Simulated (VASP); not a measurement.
Crystal: ZrSe2.

```
CELL_PARAMETERS angstrom
3.79800 0.00000 0.00000
-1.89900 3.28916 0.00000
0.00000 0.00000 6.19200
ATOMIC_POSITIONS crystal
Zr 0.00000 0.00000 0.00000
Se 0.33333 0.66667 0.25000
Se 0.66667 0.33333 0.75000
```

```yaml
Program: VASP 6.6.1
Task: relaxation of cell and atoms
Functional: PBEsol
Potentials_or_basis: VASP PAW PBE potentials, release 64 (Zr_sv, Se)
Cutoff: 520 eV
k_mesh: 9 × 9 × 6
Occupations: gaussian, width 0.02 eV
Spin: no spin polarisation
```

At the start: pressure -1.1 GPa; volume 25.78 Å³/atom.

Problem. Where does the relaxation end?

Solution. Over 18 steps the energy falls by 6.8 meV/atom and the volume is 24.68 Å³/atom (-4.3 %); space group P-3m1 (No. 164, to 0.05 Å).

The path:
| step | energy change (eV) | largest force (eV/Å) | pressure (GPa) | volume (Å³) |
| --- | --- | --- | --- | --- |
| 1 | 0.0000 | 0.1106 | -1.06 | 77.35 |
| 2 | -0.0117 | 0.2692 | 0.78 | 75.45 |
| 3 | -0.0118 | 0.2587 | 0.66 | 75.57 |
| 4 | -0.0175 | 0.0125 | -0.14 | 75.70 |
| 5 | -0.0176 | 0.0438 | -0.04 | 75.69 |
| 6 | -0.0179 | 0.0386 | -0.08 | 75.62 |
| 7 | -0.0188 | 0.0229 | -0.19 | 75.42 |
| 8 | -0.0195 | 0.0086 | -0.41 | 75.02 |
| 9 | -0.0196 | 0.0029 | -0.36 | 74.93 |
| 10 | -0.0200 | 0.0143 | -0.21 | 74.66 |
| 11 | -0.0201 | 0.0488 | 0.11 | 74.13 |
| 12 | -0.0201 | 0.0391 | 0.02 | 74.28 |
| 13 | -0.0202 | 0.0344 | 0.02 | 74.25 |
| 14 | -0.0204 | 0.0203 | 0.01 | 74.15 |
| 15 | -0.0205 | 0.0083 | 0.01 | 73.95 |
| 16 | -0.0205 | 0.0008 | 0.01 | 74.01 |
| 17 | -0.0205 | 0.0016 | 0.01 | 74.02 |
| 18 | -0.0205 | 0.0002 | 0.00 | 74.03 |

Final structure:
```xyz
3
Lattice="3.7327 0.0000 0.0000 -1.8664 3.2326 0.0000 0.0000 0.0000 6.1351" Properties=species:S:1:pos:R:3 pbc="T T T"
Zr    3.7327    0.0000    0.0000
Se    0.0000    2.1551    1.5882
Se    1.8664    1.0775    4.5469
```

Caveat: the PAW data sets were made with another functional, which shifts forces and pressure a little; this functional lacks dispersion, which binds the layers, so the pressure and a relaxed spacing across them are unreliable.
